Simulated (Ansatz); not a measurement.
A calculation with Ansatz 0.2.0 of Hf (native input, structure typed inline):

File input.yaml:

```yaml
crystal:
  lattice:
    - [3.1967, 0.0, 0.0]
    - [-1.59835, 2.7684234083, 0.0]
    - [0.0, 0.0, 5.0578]
  atoms:
    - { symbol: Hf, position: [0.6666666667, 0.3333333333, 0.75] }
    - { symbol: Hf, position: [0.3333333333, 0.6666666667, 0.25] }
hamiltonian:
  xc: rpbe
  pseudopotentials: { kind: paw_fr }
  hubbard: { sites: [{ species: Hf, l: d, u_eff: 6.2 }], projectors: atomic }
magnetization:
  noncollinear: true
  spin_orbit: true
kpoints:
  mp_grid: { grid: [10, 10, 5] }
scf:
  occupations: { method: fermi_dirac, width: 0.1 }
output:
  forces: true
  stress: true
  eigenvalues: true
```

Potentials or basis: Ansatz PAW.

Run with:

```sh
$ ansatz run input.yaml --threads 2 --pin off --max-ram 5120MiB --backend cpu --events-out ev --progress --plain --runs-dir out
```

Problem. Write the same calculation in another form: ASE script, structure from a P1 CIF.

Solution. As run:

File run.py:

```python
import json

import ase.io
import numpy as np

import ansatz as az

atoms = ase.io.read("Hf.cif")
atoms.info.pop("occupancy", None)

calculation = (
    az.Crystal.from_ase(atoms)
    .calculation()
    .kpoints(10, 10, 5)
    .functional("rpbe")
    .pseudopotentials(kind="paw_fr")
    .hubbard(projectors="atomic")
    .hubbard("Hf", "d", u_eff=6.2)
    .spin("noncollinear", soc=True)
    .occupations(method="fermi_dirac", width=0.1)
    .density()
    .potential()
    .output_files(volumetric_format="npy")
    .electron_localization_function()
    .forces()
    .stress()
    .band_table(publish=True)
)
outcome = calculation.run(threads=2, events_out="events.jsonl")

report = outcome.report
for line in open("events.jsonl"):
    event = json.loads(line)
    if event["event"] == "scf_iter":
        d = event["data"]
        print(f"SCF {d['iter']:3d}  HF = {d['harris_foulkes_ev']:.6f} eV  dr2 = {d['dr2_ev']:.2e} eV")
    elif event["event"] in ("relax_step", "md_step"):
        d = event["data"]
        print(f"{event['event']} {d['step']:3d}  E = {d['lagrangian_ev']:.6f} eV")
np.set_printoptions(precision=5, suppress=True, linewidth=110)
print("converged:", report["converged"], "after", report["n_iterations"], "iterations")
print(f"free energy {report['free_energy_ev']:.6f} eV, Fermi level {report['fermi_energy_ev']:.4f} eV")
for key in ("band_edges_ev", "magnetization_mub", "site_moments_mub", "site_moments_nc_mub", "forces_ev_ang",
                "stress_gpa", "kpoints_frac", "eigenvalues_ev"):
    if report.get(key) is not None:
        print(key, np.array(report[key]), sep="\n")
```

The input Hf.cif:

```cif
data_Hf
_cell_length_a 3.19670000
_cell_length_b 3.19670000
_cell_length_c 5.05780000
_cell_angle_alpha 90.00000000
_cell_angle_beta 90.00000000
_cell_angle_gamma 120.00000000
_space_group_name_H-M_alt 'P1'
_space_group_name_Hall 'P 1'
_space_group_IT_number 1
loop_
_space_group_symop_operation_xyz
'x,y,z'
loop_
_atom_site_label
_atom_site_type_symbol
_atom_site_symmetry_multiplicity
_atom_site_Wyckoff_symbol
_atom_site_fract_x
_atom_site_fract_y
_atom_site_fract_z
_atom_site_occupancy
Hf1 Hf 1 a 0.6666666667 0.3333333333 0.7500000000 1
Hf2 Hf 1 a 0.3333333333 0.6666666667 0.2500000000 1
```

Potentials or basis: Ansatz PAW.

Run with:

```bash
$ python run.py
```

Both were run:

|  | native input, structure typed inline | ASE script, structure from a P1 CIF |
| --- | --- | --- |
| Pressure | 0.9 GPa | 0.9 GPa |
| Band gap on the k mesh | none (metal or under the smearing width) | none (metal or under the smearing width) |

Keys that steer only the numerical path or the files written may differ.

Caveat: the potentials were made for another functional, which shifts forces and pressure; U without spin polarisation on a metal has little footing; the U is typed as a test and isn't derived for this compound.
